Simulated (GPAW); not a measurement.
Crystal: BAs.

```xyz
2
Lattice="0.0000 2.3885 2.3885 2.3885 0.0000 2.3885 2.3885 2.3885 0.0000" Properties=species:S:1:pos:R:3 pbc="T T T"
As    3.5827    3.5827    3.5827
B     0.0000    0.0000    0.0000
```

```yaml
Program: GPAW 26.7.0
Task: relaxation of cell and atoms
Functional: RPBE
Dispersion: D3(BJ)
Potentials_or_basis: the program's PAW data sets (release 1.2.1) made for this functional
Cutoff: 800 eV
Basis: pw
k_mesh: 10 × 10 × 10
Occupations: fermi-dirac, width 0.05 eV
Spin: no spin polarisation
```

At the start: pressure -12.7 GPa; volume 13.63 Å³/atom.

Q: How do energy, volume and symmetry change on relaxing?

A: Over 4 steps the energy falls by 53.1 meV/atom and the volume is 12.39 Å³/atom (-9.1 %); space group F-43m (No. 216, to 0.05 Å).

The path:
```tsv
step	energy change (eV)	largest force (eV/Å)	pressure (GPa)	volume (Å³)
1	0.0000	0.0000	-12.73	27.25
2	-0.0443	0.0000	-10.16	26.63
3	-0.1049	0.0000	1.53	24.53
4	-0.1061	0.0000	-0.13	24.78
```

Final structure:
```
As B
1.0
     0.00000    2.31390    2.31390
     2.31390    0.00000    2.31390
     2.31390    2.31390    0.00000
As B
1 1
Direct
  0.75000 0.75000 0.75000
  0.00000 0.00000 0.00000
```

Caveat: later steps reuse the first step's grids.
